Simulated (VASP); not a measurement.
# Si (Fd-3m) in VASP: phonon dispersion with PBE

Aim: the phonon dispersion of Si with PBE.

All numbers are computed with VASP 6.6.1; they aren't measurements. Logs are shortened: lines on timing, memory, paths and dates and some standing lists are left out, and cuts for length are marked.

### 1 The crystal as given

Symmetry: Fd-3m, No. 227, cubic system. Conventional cell: a = 5.469 Å, b = 5.469 Å, c = 5.469 Å, α = 90.00°, β = 90.00°, γ = 90.00°. Around Si (site symmetry -43m) lie 4 Si at 2.37 Å.

The cell was built by a generator and needn't be a form met in nature.

### 2 Phonon dispersion, PBE

The input, INCAR:

```
SYSTEM = Si
PREC = Accurate
ENCUT = 520
EDIFF = 1E-7
ISMEAR = 0
SIGMA = 0.05
LREAL = Auto
LASPH = .True.
NELM = 80
ALGO = Fast
ISIF = 2
LWAVE = .False.
LCHARG = .False.
GGA = PE
IBRION = 6
NFREE = 2
POTIM = 0.015
NSW = 1
LPHON_DISPERSION = .True.
PHON_NWRITE = -3
```

The input, KPOINTS:

```
Automatic mesh
0
Gamma
  3 3 3
  0 0 0
```

The input, POSCAR:

```
Si
1.0
    0.0000000000      5.4690000000      5.4690000000
    5.4690000000      0.0000000000      5.4690000000
    5.4690000000      5.4690000000      0.0000000000
Si
16
Direct
    0.0000000000      0.0000000000      0.0000000000
    0.0000000000      0.0000000000      0.5000000000
    0.0000000000      0.5000000000      0.0000000000
    0.0000000000      0.5000000000      0.5000000000
    0.5000000000      0.0000000000      0.0000000000
    0.5000000000      0.0000000000      0.5000000000
    0.5000000000      0.5000000000      0.0000000000
    0.5000000000      0.5000000000      0.5000000000
    0.1250000000      0.1250000000      0.1250000000
    0.1250000000      0.1250000000      0.6250000000
    0.1250000000      0.6250000000      0.1250000000
    0.1250000000      0.6250000000      0.6250000000
    0.6250000000      0.1250000000      0.1250000000
    0.6250000000      0.1250000000      0.6250000000
    0.6250000000      0.6250000000      0.1250000000
    0.6250000000      0.6250000000      0.6250000000
```

The input, QPOINTS:

```
path GXWKGLUWLK,UX
8
line-mode
reciprocal
 0.0000000000  0.0000000000  0.0000000000  G
 0.5000000000  0.0000000000  0.5000000000  X

 0.5000000000  0.0000000000  0.5000000000  X
 0.5000000000  0.2500000000  0.7500000000  W

 0.5000000000  0.2500000000  0.7500000000  W
 0.3750000000  0.3750000000  0.7500000000  K

 0.3750000000  0.3750000000  0.7500000000  K
 0.0000000000  0.0000000000  0.0000000000  G

 0.0000000000  0.0000000000  0.0000000000  G
 0.5000000000  0.5000000000  0.5000000000  L

 0.5000000000  0.5000000000  0.5000000000  L
 0.6250000000  0.2500000000  0.6250000000  U

 0.6250000000  0.2500000000  0.6250000000  U
 0.5000000000  0.2500000000  0.7500000000  W

 0.5000000000  0.2500000000  0.7500000000  W
 0.5000000000  0.5000000000  0.5000000000  L

 0.5000000000  0.5000000000  0.5000000000  L
 0.3750000000  0.3750000000  0.7500000000  K

 0.6250000000  0.2500000000  0.6250000000  U
 0.5000000000  0.0000000000  0.5000000000  X
```

Potentials or basis: VASP PAW PBE potentials, release 64 (Si).

On the command line:

```bash
$ cat potpaw_PBE.64/Si/POTCAR > POTCAR
$ mpirun -np 1 vasp_std > vasp.out
```

OUTCAR:

```text
SYSTEM = Si
   PREC = Accurate
   ENCUT = 520
   EDIFF = 1E-7
   ISMEAR = 0
   LREAL = Auto
   LASPH = .True.
   NELM = 80
   ISIF = 2
   GGA = PE
   IBRION = 6
   NFREE = 2
   POTIM = 0.015
   NSW = 1

 ion  position               nearest neighbor table
   1  0.000  0.000  0.000-  10 2.37  11 2.37  13 2.37   9 2.37
   2  0.000  0.000  0.500-   9 2.37  12 2.37  14 2.37  10 2.37
   3  0.000  0.500  0.000-   9 2.37  12 2.37  15 2.37  11 2.37
   4  0.000  0.500  0.500-  10 2.37  11 2.37  16 2.37  12 2.37
   5  0.500  0.000  0.000-   9 2.37  14 2.37  15 2.37  13 2.37
   6  0.500  0.000  0.500-  10 2.37  13 2.37  16 2.37  14 2.37
[... 8 lines left out ...]
  15  0.625  0.625  0.125-   3 2.37   5 2.37   8 2.37   7 2.37
  16  0.625  0.625  0.625-   4 2.37   6 2.37   7 2.37   8 2.37
[... 6 lines left out ...]
 A1 = (   0.0000000000,   5.4690000000,   5.4690000000)
 A2 = (   5.4690000000,   0.0000000000,   5.4690000000)
 A3 = (   5.4690000000,   5.4690000000,   0.0000000000)

Analysis of symmetry for initial positions (statically):
=====================================================================
 Subroutine PRICEL returns following result:

  LATTYP: Found a face centered cubic cell.
 ALAT       =     5.4690000000

  Lattice vectors:

 A1 = (   0.0000000000,   2.7345000000,   2.7345000000)
 A2 = (   2.7345000000,   0.0000000000,   2.7345000000)
 A3 = (   2.7345000000,   2.7345000000,   0.0000000000)

   8 primitive cells build up your supercell.

 Routine SETGRP: Setting up the symmetry group for a
 face centered cubic supercell.

 Subroutine GETGRP returns: Found 48 space group operations
 (whereof 24 operations were pure point group operations)
 out of a pool of 48 trial point group operations.

The static configuration has the point symmetry T_d .
 The point group associated with its full space group is O_h .

Analysis of symmetry for dynamics (positions and initial velocities):
=====================================================================
 Subroutine PRICEL returns following result:

  LATTYP: Found a face centered cubic cell.
 ALAT       =     5.4690000000

  Lattice vectors:

 A1 = (   0.0000000000,   2.7345000000,   2.7345000000)
 A2 = (   2.7345000000,   0.0000000000,   2.7345000000)
 A3 = (   2.7345000000,   2.7345000000,   0.0000000000)

   8 primitive cells build up your supercell.

 Routine SETGRP: Setting up the symmetry group for a
 face centered cubic supercell.

 Subroutine GETGRP returns: Found 48 space group operations
 (whereof 24 operations were pure point group operations)
 out of a pool of 48 trial point group operations.

The dynamic configuration has the point symmetry T_d .
 The point group associated with its full space group is O_h .

 Subroutine INISYM returns: Found 48 space group operations
 (whereof 24 operations are pure point group operations),
 and found     8 'primitive' translations

----------------------------------------------------------------------------------------

                                     Primitive cell

  volume of cell :      40.8944

  direct lattice vectors                    reciprocal lattice vectors
     0.000000000  2.734500000  2.734500000    -0.182848784  0.182848784  0.182848784
     2.734500000  0.000000000  2.734500000     0.182848784 -0.182848784  0.182848784
     2.734500000  2.734500000  0.000000000     0.182848784  0.182848784 -0.182848784

  length of vectors
     3.867166986  3.867166986  3.867166986     0.316703384  0.316703384  0.316703384

[... 46 lines left out ...]
   ions per type =              16
   NGX,Y,Z   is equivalent  to a cutoff of  12.90, 12.90, 12.90 a.u.
   NGXF,Y,Z  is equivalent  to a cutoff of  25.79, 25.79, 25.79 a.u.
 SYSTEM =  Si
   PREC   = accura    normal or accurate (medium, high low for compatibility)
   ISTART =      0    job   : 0-new  1-cont  2-samecut
   ICHARG =      2    charge: 1-file 2-atom 10-const
   ISPIN  =      1    spin polarized calculation?
   LNONCOLLINEAR =      F non collinear calculations
   LSORBIT =      F    spin-orbit coupling
   LASPH  =      T    aspherical Exc in radial PAW
   ENCUT  =  520.0 eV  38.22 Ry    6.18 a.u.  14.38 14.38 14.38*2*pi/ulx,y,z
   NELM   =     80;   NELMIN=  2; NELMDL= -5     # of ELM steps
   EDIFF  = 0.1E-06   stopping-criterion for ELM
   LREAL  =      T    real-space projection
   EDIFFG = 0.1E-05   stopping-criterion for IOM
   NSW    =    229    number of steps for IOM
   IBRION =      6    ionic relax: 0-MD 1-quasi-New 2-CG
   NFREE  =      2    steps in history (QN), initial steepest desc. (CG)
   ISIF   =      2    stress and relaxation
   ISYM   =      2    0-nonsym 1-usesym 2-fastsym
   POTIM  = 0.0150    time-step for ionic-motion
   TEBEG  =    0.0;   TEEND  =   0.0 temperature during run
   PSTRESS=    0.0 pullay stress
   NELECT =      64.0000    total number of electrons
   NUPDOWN=      -1.0000    fix difference up-down
   EMIN   =  10.00;   EMAX   =-10.00  energy-range for DOS
   EFERMI =   0.00;   METHOD = LEGACY
   ISMEAR =     0;   SIGMA  =   0.05  broadening in eV -4-tet -1-fermi 0-gaus
   EFERMI_NEDOS =   21; number of points for ismear=-14 and -15
   IALGO  =     68    algorithm
   IMIX   =      4    mixing-type and parameters
     AMIX     =   0.40;   BMIX     =  1.00
     AMIX_MAG =   1.60;   BMIX_MAG =  1.00
  volume/ion in A,a.u.               =      20.45       137.98
  Fermi-wavevector in a.u.,A,eV,Ry     =   0.950350  1.795901 12.288307  0.903165
  Thomas-Fermi vector in A             =   2.078718
   LORBIT       =      0    0 simple, 1 ext, 2 COOP (PROOUT), +10 PAW based schemes
   GGA     = PE    functional components
   LHFCALC =     F    Hartree Fock is set to
   AEXX    =    0.0000 exact exchange contribution
   IVDW    =     0    specifies the selected vdW correction
   LEPSILON=     F    determine dielectric tensor
   LRPA    =     F    only Hartree local field effects (RPA)
 finite differences with symmetry
 non-spin polarized calculation
 RMM-DIIS sequential band-by-band and
 Gauss-broadening in eV      SIGMA  =   0.05
  energy-cutoff  :      520.00
  volume of cell :      327.16
 maximum number of plane-waves:      8808
 NGX is ok and might be reduce to    60
   NGX = 29   NGY = 29   NGZ = 29

--------------------------------------- Ionic step        1  -------------------------------------------

 number of electron      64.0000007 magnetization

 Free energy of the ion-electron system (eV)
  ---------------------------------------------------
  ext. energy  EPLUGINS =         0.00000000
  ---------------------------------------------------
  free energy    TOTEN  =       -86.61694080 eV

  energy without entropy =      -86.61694080  energy(sigma->0) =      -86.61694080

------------------------ aborting loop because EDIFF is reached ----------------------------------------

  FORCE on cell =-STRESS in cart. coord.  units (eV):
  Direction    XX          YY          ZZ          XY          YZ          ZX
  --------------------------------------------------------------------------------------
  -------------------------------------------------------------------------------------
  Total        0.1277618      0.1277618      0.1277618      0.0000000      0.0000000      0.0000000
  in kB        0.6256882      0.6256882      0.6256882      0.0000000      0.0000000      0.0000000
  external PRESSURE =       0.6256882 kB  Pullay stress =       0.0000000 kB
[... 87 lines left out ...]
--------------------------------------- Ionic step        3  -------------------------------------------

 number of electron      64.0000006 magnetization

 Free energy of the ion-electron system (eV)
  ---------------------------------------------------
  ext. energy  EPLUGINS =         0.00000000
  ---------------------------------------------------
  free energy    TOTEN  =       -86.61544748 eV

  energy without entropy =      -86.61544748  energy(sigma->0) =      -86.61544748

 E-fermi :   5.8648     XC(G=0):  -9.3218

 val. band max:        5.6317208100   @ k =   0.0000   0.0000   0.0000
 cond. band min:       6.3625985338   @ k =   0.0000   0.0000   0.0000
 fundamental gap:      0.7308777238
 Fermi energy:         5.8647762442

 k-point     1 :       0.0000    0.0000    0.0000
  band No.  band energies     occupation
      1      -6.1929      2.00000
      2      -3.9212      2.00000
      3      -3.9169      2.00000
      4      -3.9112      2.00000
      5      -3.9069      2.00000
      6      -2.1362      2.00000
[... 384 lines left out ...]
  FREE ENERGIE OF THE ION-ELECTRON SYSTEM (eV)
  ---------------------------------------------------
  free  energy   TOTEN  =       -86.6154474819 eV

  energy  without entropy=      -86.6154474819  energy(sigma->0) =      -86.61544748

 INTERNAL STRAIN TENSORS FROM DISPLACED ATOMS
 ============================================

 INTERNAL STRAIN TENSOR FOR ION    1 for displacements in x,y,z  (eV/Angst):
          X           Y           Z          XY          YZ          ZX
  --------------------------------------------------------------------------------
  x    -0.00000     0.00000     0.00000    -0.00000     8.90687    -0.00000
  y    -0.00000    -0.00000    -0.00000     0.00000     0.00000     8.90687
  z    -0.00000    -0.00000    -0.00000     8.90687    -0.00000    -0.00000
[... 8 lines left out ...]
 INTERNAL STRAIN TENSOR FOR ION   16 for displacements in x,y,z  (eV/Angst):
          X           Y           Z          XY          YZ          ZX
  --------------------------------------------------------------------------------
  x     0.00000    -0.00000    -0.00000     0.00000    -8.90687     0.00000
  y     0.00000     0.00000     0.00000    -0.00000    -0.00000    -8.90687
  z     0.00000     0.00000     0.00000    -8.90687     0.00000     0.00000

 Eigenvectors and eigenvalues of the dynamical matrix
   1 f  =   15.104623 THz    94.905144 2PiTHz  503.835984 cm-1    62.467672 meV
   2 f  =   15.104623 THz    94.905144 2PiTHz  503.835984 cm-1    62.467672 meV
   3 f  =   15.104623 THz    94.905144 2PiTHz  503.835984 cm-1    62.467672 meV
   4 f  =   14.294762 THz    89.816638 2PiTHz  476.821932 cm-1    59.118358 meV
   5 f  =   14.294762 THz    89.816638 2PiTHz  476.821932 cm-1    59.118358 meV
   6 f  =   14.294762 THz    89.816638 2PiTHz  476.821932 cm-1    59.118358 meV
[... 40 lines left out ...]
  47 f  =    0.000001 THz     0.000007 2PiTHz    0.000036 cm-1     0.000004 meV
  48 f  =    0.000001 THz     0.000006 2PiTHz    0.000033 cm-1     0.000004 meV

 ELASTIC MODULI CONTR FROM IONIC RELAXATION (kBar)
 Direction    XX          YY          ZZ          XY          YZ          ZX
 --------------------------------------------------------------------------------
 XX          -0.0000     -0.0000     -0.0000      0.0000      0.0000      0.0000
 YY          -0.0000     -0.0000     -0.0000      0.0000     -0.0000      0.0000
 ZZ          -0.0000     -0.0000     -0.0000      0.0000     -0.0000      0.0000
 XY           0.0000      0.0000      0.0000   -237.1015      0.0000      0.0000
 YZ           0.0000     -0.0000     -0.0000      0.0000   -237.1015     -0.0000
 ZX           0.0000      0.0000      0.0000      0.0000     -0.0000   -237.1015
 --------------------------------------------------------------------------------
[... 633 lines left out ...]
 q-point No.           q_x           q_y           q_z  q-path length
          80      0.500000      0.000000      0.500000       1.173742
  frequencies
   [THz]           4.364674      4.364674     12.011956     12.011956     13.361693     13.361693
   [2Pi THz]      27.424058     27.424058     75.473348     75.473348     83.953994     83.953994
   [cm-1]        145.589866    145.589866    400.675741    400.675741    445.698108    445.698108
   [meV]          18.050835     18.050835     49.677438     49.677438     55.259498     55.259498
```

It took 3.5 min on 1 thread of Intel Xeon Platinum 8488C (Sapphire Rapids), shared host; peak memory 0.51 GiB.

Results:

| Property | Result |
| --- | --- |
| Highest phonon frequency | 504 cm⁻¹ |

Phonon frequencies in cm⁻¹ (negative: imaginary):
```csv
q point,frequencies
"(0.000, 0.000, 0.000)",0 0 0 504 504 504
"(0.500, 0.000, 0.500)",146 146 401 401 446 446
"(0.500, 0.214, 0.714)",190 190 370 370 457 457
"(0.411, 0.339, 0.750)",144 216 362 384 455 461
"(0.161, 0.161, 0.321)",73 112 206 480 487 491
"(0.214, 0.214, 0.214)",64 64 182 487 494 494
"(0.536, 0.429, 0.536)",113 138 366 397 474 475
"(0.607, 0.250, 0.643)",138 218 362 385 455 462
"(0.500, 0.250, 0.750)",193 193 369 369 458 458
"(0.500, 0.500, 0.500)",109 109 372 398 477 477
"(0.393, 0.393, 0.714)",132 222 353 388 458 465
"(0.536, 0.071, 0.536)",145 156 396 399 446 448
```

Phonon frequencies at the corners of the path (cm⁻¹, interpolated; i marks imaginary ones):
```csv
point,frequencies
Γ,0 0 0 504 504 504
X,146 146 401 401 446 446
W,193 193 369 369 458 458
K,135 218 362 386 455 462
L,109 109 372 398 477 477
U,135 218 362 386 455 462
```
